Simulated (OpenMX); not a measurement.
# CuO (P6_3/mmc) in OpenMX: a series of runs, part 2 of 2

OpenMX 3.8.5.

**3. Band structure, PBE, non-collinear spin, zero start, spin-orbit coupling (atoms moved at random, drawn with an rms of 0.1 Å)**

Input file CuO.dat:

```
System.CurrrentDirectory             ./
System.Name                          CuO
DATA.PATH                            ./DFT_DATA13
level.of.stdout                      1
level.of.fileout                     0
Species.Number                       2
<Definition.of.Atomic.Species
  Cu  Cu6.0S-s3p2d2          Cu_PBE13S
  O   O6.0-s2p2d1            O_PBE13
Definition.of.Atomic.Species>

Atoms.Number                         4
Atoms.SpeciesAndCoordinates.Unit     FRAC
<Atoms.SpeciesAndCoordinates
    1  Cu    0.0028710000    0.0111760000   -0.0027800000   5.500  5.500     0.00    0.00    0.00    0.00  0  off
    2  Cu    0.0164850000    0.0069280000    0.4978540000   5.500  5.500     0.00    0.00    0.00    0.00  0  off
    3  O     0.3198570000    0.6707030000    0.2604490000   3.000  3.000     0.00    0.00    0.00    0.00  0  off
    4  O     0.6571640000    0.3240960000    0.7524340000   3.000  3.000     0.00    0.00    0.00    0.00  0  off
Atoms.SpeciesAndCoordinates>

Atoms.UnitVectors.Unit               Ang
<Atoms.UnitVectors
     3.1795331000    0.0000000000    0.0000000000
    -1.5897665500    2.7535564400    0.0000000000
     0.0000000000    0.0000000000    4.4314907300
Atoms.UnitVectors>

scf.XcType                           GGA-PBE
scf.SpinPolarization                 nc
scf.SpinOrbit.Coupling               on
scf.ElectronicTemperature            580.226
scf.energycutoff                     500.0
scf.maxIter                          160
scf.EigenvalueSolver                 band
scf.Kgrid                            7 7 5
scf.Mixing.Type                      rmm-diisk
scf.Init.Mixing.Weight               0.01
scf.Min.Mixing.Weight                0.001
scf.Max.Mixing.Weight                0.2
scf.Mixing.History                   40
scf.Mixing.StartPulay                15
scf.criterion                        1.0e-7
MD.Type                              nomd
Band.dispersion                      on
Band.Nkpath                          9
<Band.kpath
    8   0.000000  0.000000  0.000000    0.500000  0.000000  0.000000  G M
    5   0.500000  0.000000  0.000000    0.333333  0.333333  0.000000  M K
    9   0.333333  0.333333  0.000000    0.000000  0.000000  0.000000  K G
    5   0.000000  0.000000  0.000000    0.000000  0.000000  0.500000  G A
    8   0.000000  0.000000  0.500000    0.500000  0.000000  0.500000  A L
    5   0.500000  0.000000  0.500000    0.333333  0.333333  0.500000  L H
    9   0.333333  0.333333  0.500000    0.000000  0.000000  0.500000  H A
    5   0.500000  0.000000  0.500000    0.500000  0.000000  0.000000  L M
    5   0.333333  0.333333  0.000000    0.333333  0.333333  0.500000  K H
Band.kpath>
```

Potentials or basis: OpenMX 2013 PBE set, Cu6.0S-s3p2d2, O6.0-s2p2d1, grid cutoff 500 Ry.

Launch:

```
$ openmx CuO.dat -nt 1 > CuO.std
```

It took 11 min on 1 thread of AMD EPYC 7R43 (Zen 3), shared host; peak memory 1.2 GiB.

The run converged. Its results:

```
Free energy             : -3895.8705 eV
Largest force           : 0.408 eV/Å
Band gap along the path : none (metal or under the smearing width)
Net moment              : 0.00 μB per cell
Mulliken charges        : Cu +0.44; O -0.44 e
```

Forces in eV/Å, atoms in the order of the input:
```
Cu  -0.224 -0.102  0.180
Cu  -0.197 -0.131  0.083
O    0.282  0.062 -0.288
O    0.143  0.181  0.032
```

Levels at the corners of the path, in eV from the Fermi level:
```tsv
point	band 32	band 33	band 34	band 35	band 36	band 37
Γ	-0.11	0.51	0.51	0.62	0.62	1.54
M	-1.19	0.32	0.32	0.49	0.49	6.72
K	-0.98	-0.80	-0.75	-0.67	-0.66	7.22
Γ	-0.11	0.51	0.51	0.62	0.62	1.54
A	-0.20	-0.08	-0.08	-0.06	-0.06	4.18
L	-0.59	-0.48	-0.48	-0.40	-0.40	6.15
H	-1.43	0.44	0.45	0.46	0.46	7.14
A|L	-0.20	-0.08	-0.08	-0.06	-0.06	4.18
M|K	-1.19	0.32	0.32	0.49	0.49	6.72
H	-1.43	0.44	0.45	0.46	0.46	7.14
```

Caveat: Mulliken charges move with the basis; total energies with and without spin-orbit coupling shouldn't be compared in this program; the basis of atomic orbitals isn't converged, which shifts pressures, moduli and gaps; semilocal functionals often make such compounds metallic where correlation or magnetic order opens a gap, which also shifts bond lengths.

**4. Atomic charges, PBE+U, collinear spin, antiferromagnetic start**

Input file CuO.dat:

```
System.CurrrentDirectory             ./
System.Name                          CuO
DATA.PATH                            ./DFT_DATA13
level.of.stdout                      1
level.of.fileout                     1
Species.Number                       2
<Definition.of.Atomic.Species
  Cu  Cu6.0S-s2p2d1          Cu_PBE13S
  O   O6.0-s2p2              O_PBE13
Definition.of.Atomic.Species>

<Hubbard.U.values
  Cu  1s 0.0 2s 0.0 1p 0.0 2p 0.0 1d 3.0
  O   1s 0.0 2s 0.0 1p 0.0 2p 0.0
Hubbard.U.values>

Atoms.Number                         4
Atoms.SpeciesAndCoordinates.Unit     FRAC
<Atoms.SpeciesAndCoordinates
    1  Cu    0.0000000000    0.0000000000    0.0000000000   5.800  5.200  ex
    2  Cu    0.0000000000    0.0000000000    0.5000000000   5.200  5.800  ex
    3  O     0.3333333333    0.6666666667    0.2500000000   3.000  3.000  off
    4  O     0.6666666667    0.3333333333    0.7500000000   3.000  3.000  off
Atoms.SpeciesAndCoordinates>

Atoms.UnitVectors.Unit               Ang
<Atoms.UnitVectors
     3.1795331000    0.0000000000    0.0000000000
    -1.5897665500    2.7535564400    0.0000000000
     0.0000000000    0.0000000000    4.4314907300
Atoms.UnitVectors>

scf.XcType                           GGA-PBE
scf.SpinPolarization                 on
scf.Hubbard.U                        on
scf.Hubbard.Occupation               dual
scf.ElectronicTemperature            580.226
scf.energycutoff                     180.0
scf.maxIter                          120
scf.EigenvalueSolver                 band
scf.Kgrid                            7 7 5
scf.Mixing.Type                      rmm-diis
scf.Init.Mixing.Weight               0.01
scf.Min.Mixing.Weight                0.001
scf.Max.Mixing.Weight                0.2
scf.Mixing.History                   5
scf.Mixing.StartPulay                20
scf.criterion                        1.0e-7
MD.Type                              nomd
Voronoi.charge                       on
Energy.Decomposition                 on
scf.eigen.lib                        lapack
scf.lapack.dste                      dstevx
```

Potentials or basis: OpenMX 2013 PBE set, Cu6.0S-s2p2d1, O6.0-s2p2, grid cutoff 180 Ry.

Launch:

```
$ openmx CuO.dat -nt 1 > CuO.std
```

Wall time 2.7 min (1 thread of AMD EPYC 7R43 (Zen 3), shared host); peak memory 0.36 GiB.

These settings aren't checked as converged (typed here: scf.energycutoff = 180; scf.eigen.lib = lapack; scf.lapack.dste = dstevx; scf.Mixing.History = 5; scf.Mixing.StartPulay = 20): the numbers below hold their error.

What came out:

```yaml
Free_energy: -3894.0453 eV
Largest_force: 0.057 eV/Å
Band_gap_on_the_k_mesh: none (metal or under the smearing width)
Net_moment: 0.00 μB per cell
Mulliken_charges: Cu +0.45; O -0.45 e
Voronoi_charges: Cu +0.84; O -0.84 e
```

Caveat: Mulliken charges move with the basis; the real-space grid is coarse for these elements, which adds noise of up to some 20 meV/atom to energies and shifts forces, pressures and volumes; U acts on the first radial function of the shell alone, so its value doesn't carry over to other programs; Voronoi charges part space midway between atoms, whatever their sizes; the basis of atomic orbitals isn't converged, which shifts pressures, moduli and gaps.
